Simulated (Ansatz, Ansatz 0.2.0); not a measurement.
# In-plane lattice constant of delafossite AgCrO₂ from PBEsol+U, and its dependence on U

## The measurement

The reference is the in-plane Cr–Cr distance of AgCrO₂, which in the delafossite structure equals the lattice constant a: 2.9843 ± 0.0004 Å. It appears in "Magneto-elastic coupling and unconventional magnetic ordering in triangular multiferroic AgCrS2" (2010, arXiv:1009.2616), where it is a literature value quoted for comparison, taken from earlier experiment. Temperature and sample form are not given with the value. The diffraction structure from which I start the relaxations has a = 2.985 Å, practically the same length, so the two do not pull in different directions. The c axis is not part of the target.

| compared with | measured | source's wording or label | method |
| --- | --- | --- | --- |
| a (Å) | 2.9843 ± 0.0004 | 2.9843 ± 0.0004 A | quoted from earlier experiment |

Conditions are those given with the value in the passage it was taken from; "not stated" means there, and the paper may say more elsewhere.

## Model and target

I want to know whether a standard density-functional treatment gives a of AgCrO₂ within 1 %, about 0.03 Å. That is a sensible demand on a functional made for solids. It also leaves room for thermal and zero-point expansion, which I put at roughly a few tenths of a per cent in an oxide of this kind and which a static calculation omits.

The model is the four-atom rhombohedral cell with ferromagnetic Cr, its space group kept while cell and atoms relax. Ferromagnetic order is a collinear stand-in: antiferromagnetic exchange on a triangular lattice is frustrated, and the measured sample may well have been paramagnetic. What matters most for the bond lengths is that Cr³⁺ carries its local moment.

I go straight to PBEsol+U. LDA usually makes oxide lattices too small, BLYP usually makes them too large, and a hybrid relaxation is a heavy tool for one lattice constant. The weak point of my choice is the value of U, so I shall vary that first, and then look at the basis with the underlying functional.

Plain PBE is not among the levels examined in this study.

System: AgCrO2, delafossite; R-3m (No. 166), 4 atoms in the primitive cell; the database structure is a diffraction structure: a = 2.985 Å, c = 18.510 Å; structure from the Crystallography Open Database.

## 1. PBEsol+U with an established U

PBEsol is built for equilibrium lattices of solids, and a U of 3.7 eV on Cr is in the range commonly used for its oxides. It keeps the three d electrons of Cr³⁺ localised, which a plain semilocal functional does less well. I expect a within the target, probably slightly on the long side, and a moment close to 3 μB per formula unit.

**Run 1.** Ansatz 0.2.0: PBEsol+U (Cr 3.7 eV), ferromagnetic start, cell and atoms relaxed from the database structure, PAW set soft_2, cutoff 420 eV (default), 9x9x9 k mesh, Gaussian smearing 0.02 eV.

Key lines of the input:
```
crystal:
  # lattice and atoms, with starting spins
kpoints:
  mp_grid: { grid: [9, 9, 9] }
hamiltonian:
  xc: pbesol
  hubbard: { sites: [{ species: Cr, l: d, u_eff: 3.7 }] }
scf:
  occupations: { method: gaussian, width: 0.02 }
output:
  stress: true
magnetization:
  spin_polarized: true
relax:
  adjacent_minimum: "off"
  max_steps: 60
  cell: { stress_tol: 0.03 }
```

Command:
```
ansatz run input.yaml --threads 4 --pin off --max-ram 8192MiB --backend cpu --events-out ev --progress --plain --runs-dir out
```

Selected lines of the output:
```
relax step   6: F+E_penalty+E_count = -11991.27353538 eV  [...]  P = +0.002 GPa  Ω = 47.702 Å³
    - [0.0, -1.732485327473897, 6.117121389260206]
Magnetization: 3.0000 μB (24.0000 up, 21.0000 down)
```

Converged; 19 s on 4 cores of Intel Xeon 6975P-C (Granite Rapids), shared host.

| quantity | run 1 | measured | deviation |
| --- | --- | --- | --- |
| a (Å) | 3.0008 | 2.9843 ± 0.0004 | +0.0165 (+0.6 %) |
| net moment per formula unit (μB) | 3.000 |  |  |
| size of moment on Cr (μB) | 2.490 |  |  |
| conventional cell volume (Å³) | 143.11 |  |  |
| c (Å) | 18.351 |  |  |

PBEsol+U gives a = 3.0008 Å, 0.6 % above the measured length and inside the 1 % target. The sign is the one I expected. Thermal and zero-point expansion would lengthen the static cell further, so they would add to this deviation instead of removing it.

The net moment is exactly 3 μB per formula unit, as three unpaired d electrons on Cr³⁺ require. The smaller moment of 2.490 μB on Cr itself is a local share of the spin density, which depends on how space is divided among the atoms. The relaxed c axis is 18.351 Å against 18.510 Å in the starting diffraction structure, so the cell has grown in the plane and shrunk along the stacking direction.

## 2. How much does U matter?

The result should not hang on one choice of U. I repeat the relaxation with about half the value and with none at all, keeping the cutoff and mesh. Plain PBEsol also serves as the neighbouring level for scale. I expect a to shrink as U is lowered, because a weaker U leaves more Cr–O covalency and less repulsion between the localised d electrons and their surroundings.

**Run 2.** Ansatz 0.2.0: PBEsol+U (Cr 1.9 eV), ferromagnetic start, cell and atoms relaxed from the database structure, PAW set soft_2, cutoff 420 eV (default), 9x9x9 k mesh, Gaussian smearing 0.02 eV.

Key lines of the input, as changed from run 1:
```diff
  hamiltonian:
-   hubbard: { sites: [{ species: Cr, l: d, u_eff: 3.7 }] }
+   hubbard: { sites: [{ species: Cr, l: d, u_eff: 1.9 }] }
```

Selected lines of the output:
```
    - [1.493104948485854, 0.8620445439532146, 6.1246298749094334]
```

Converged; 61 s on 4 cores of Arm Neoverse N1, shared host.

**Run 3.** Ansatz 0.2.0: PBEsol, ferromagnetic start, cell and atoms relaxed from the database structure, PAW set soft_2, cutoff 420 eV (default), 9x9x9 k mesh, Gaussian smearing 0.02 eV.

Key lines of the input, as changed from run 1:
```diff
  hamiltonian:
-   hubbard: { sites: [{ species: Cr, l: d, u_eff: 3.7 }] }
```

Selected lines of the output:
```
    - [1.4831902557983299, 0.8563202934612124, 6.151410644765288]
Magnetization: 3.0000 μB (24.0000 up, 21.0000 down)
```

Converged; 19 s on 4 cores of Intel Xeon 6975P-C (Granite Rapids), shared host.

| quantity | run 2 | run 3 | measured |
| --- | --- | --- | --- |
| a (Å) | 2.9862 | 2.9664 | 2.9843 ± 0.0004 |
| net moment per formula unit (μB) | 3.000 | 3.000 |  |
| size of moment on Cr (μB) | 2.433 | 2.355 |  |
| conventional cell volume (Å³) | 141.90 | 140.63 |  |
| c (Å) | 18.374 | 18.454 |  |

The in-plane constant shrinks as U is lowered, as I had argued: from 3.0008 Å at 3.7 eV to 2.9862 Å at 1.9 eV and 2.9664 Å without U. All three lie within 1 % of the measured length. PBEsol misses it by 0.0179 Å on the short side, slightly more than the larger U misses it on the long side.

The near coincidence at 1.9 eV is no reason to adopt that U. A value picked to match one length is a fit, and the match would shift once thermal and zero-point expansion were added. The c axis moves the other way, growing from 18.351 to 18.454 Å as U is removed, so U changes the shape of the cell as well as its volume. The net moment stays at 3 μB throughout; the local Cr moment falls slightly, in line with weaker localisation.

## 3. Cutoff, mesh and potentials

The choice of U moves a by about 0.03 Å, and I want to know whether the numerical settings come anywhere near that. I test them on plain PBEsol, changing one thing at a time: a higher cutoff, a denser k mesh, and norm-conserving pseudopotentials in place of the PAW set. With a closed-shell Ag⁺ layer and a filled majority t₂g shell on Cr I expect an insulator, for which the mesh should hardly matter. The cutoff and the potentials are the more likely sources of a shift. These tests bear directly on PBEsol and only indirectly on the runs with U.

**Run 4.** Ansatz 0.2.0: PBEsol, ferromagnetic start, cell and atoms relaxed from the database structure, PAW set soft_2, cutoff 590 eV, 9x9x9 k mesh, Gaussian smearing 0.02 eV.

Key lines of the input, as changed from run 3:
```diff
+ basis:
+   ecutwfc: 590.0
```

Selected lines of the output:
```
    - [1.4831834015701617, 0.8563163361707339, 6.1511987825630925]
```

Converged; 73 s on 4 cores of Arm Neoverse N1, shared host.

**Run 5.** Ansatz 0.2.0: PBEsol, ferromagnetic start, cell and atoms relaxed from the database structure, PAW set soft_2, cutoff 420 eV (default), 12x12x12 k mesh, Gaussian smearing 0.02 eV.

Key lines of the input, as changed from run 3:
```diff
  kpoints:
-   mp_grid: { grid: [9, 9, 9] }
+   mp_grid: { grid: [12, 12, 12] }
```

Selected lines of the output:
```
    - [1.483183058036324, 0.8563161378313808, 6.151433664362357]
```

Converged; wall time 2.2 min.

**Run 6.** Ansatz 0.2.0: PBEsol, PseudoDojo norm-conserving pseudopotentials, ferromagnetic start, cell and atoms relaxed from the database structure, cutoff 1279 eV (default), 9x9x9 k mesh, Gaussian smearing 0.02 eV.

Key lines of the input, as changed from run 3:
```diff
  hamiltonian:
+   pseudopotentials: { kind: nc, accuracy: standard }
```

Selected lines of the output:
```
    - [1.4835742392503, 0.8565419864105627, 6.148052058462265]
```

Converged; wall time 2.8 min.

| quantity | run 4 | run 5 | run 6 | measured |
| --- | --- | --- | --- | --- |
| a (Å) | 2.9664 | 2.9664 | 2.9671 | 2.9843 ± 0.0004 |
| net moment per formula unit (μB) | 3.000 | 3.000 | 3.000 |  |
| size of moment on Cr (μB) | 2.355 | 2.355 | 2.369 |  |
| conventional cell volume (Å³) | 140.62 | 140.63 | 140.63 |  |
| c (Å) | 18.454 | 18.454 | 18.444 |  |

For plain PBEsol the numerical settings hardly matter. Neither the higher cutoff nor the denser mesh changes a from 2.9664 Å at the precision of the table. The norm-conserving pseudopotentials give 2.9671 Å, a shift of 0.0007 Å, with c shorter by 0.010 Å and the volume practically unchanged. As I had thought, the potentials matter more than the mesh, but the cutoff turned out to be no source of error worth naming.

PBEsol's shortfall of 0.0179 Å is therefore not a matter of cutoff, mesh or PAW set. What remains is the functional, together with the ferromagnetic stand-in and the neglect of thermal and zero-point motion, which these runs do not separate. The tests do not cover the Hubbard term itself, whose effect also depends on how the d orbitals are projected in the PAW set. For PBEsol+U they make a large basis or mesh error unlikely without measuring it.

## Collected results

| run | settings | a (Å) | deviation | cost |
| --- | --- | --- | --- | --- |
| 1 | PBEsol+U (Cr 3.7 eV) | 3.0008 | +0.0165 (+0.6 %) | 75 core-s |
| 2 | PBEsol+U (Cr 1.9 eV) | 2.9862 | +0.0019 (+0.1 %) | 4.1 core-min |
| 3 | PBEsol, PAW set soft_2, cutoff 420 eV (default), 9x9x9 k mesh | 2.9664 | −0.0179 (−0.6 %) | 74 core-s |
| 4 | PBEsol, cutoff 590 eV | 2.9664 | −0.0179 (−0.6 %) | 4.9 core-min |
| 5 | PBEsol, 12x12x12 mesh | 2.9664 | −0.0179 (−0.6 %) | 8.8 core-min |
| 6 | PBEsol, PseudoDojo, cutoff 1279 eV | 2.9671 | −0.0172 (−0.6 %) | 11 core-min |
|  | measured | 2.9843 ± 0.0004 |  |  |

## Outcome

PBEsol+U with U = 3.7 eV on Cr, the level I committed to, meets the target: a = 3.0008 Å against 2.9843 Å measured, 0.6 % too long where 1 % was allowed. The relaxation cost 75 core-seconds.

Varying U was the step that mattered. Between no U and 3.7 eV, a grows by 0.0344 Å, about twice the final deviation, and passes through the measured value on the way. The close match at 1.9 eV is therefore a balance between PBEsol's short lattice and the expansion caused by U, and does not establish that U as the right one. Plain PBEsol also meets the target, 0.6 % too short.

For PBEsol, the higher cutoff and denser mesh left a unchanged, and other pseudopotentials moved it by only 0.0007 Å. The mesh test could have been spared in an oxide I expected to insulate. None of these checks was repeated with U, so the dependence on the Hubbard projection remains untested.

Thermal and zero-point expansion, roughly a few tenths of a per cent, would take PBEsol+U further from experiment, towards the edge of the target, and bring PBEsol closer. That leans towards a smaller U, but the temperature of the measurement is not given, and I would not rank the levels on it. The effect of the magnetic order on a was not examined here. The result supports PBEsol+U for the in-plane constant only: c came out almost 1 % shorter than in the starting diffraction structure.

[Logs are printed without paths, hosts, clocks, repeated set-up lines and the standing remarks that a program may print on its own settings, such as how far it seeks lower states.]

[The runs shown are a pick from a larger set of finished runs; failed, doubtful and other runs were left out of it ahead of writing. So were measured values far from every level or from commonly accepted values, and agreement can look better than it is. Lines of input and output are excerpts and may be shortened.]

[Plain PBE was run on this system too; it isn't shown.]
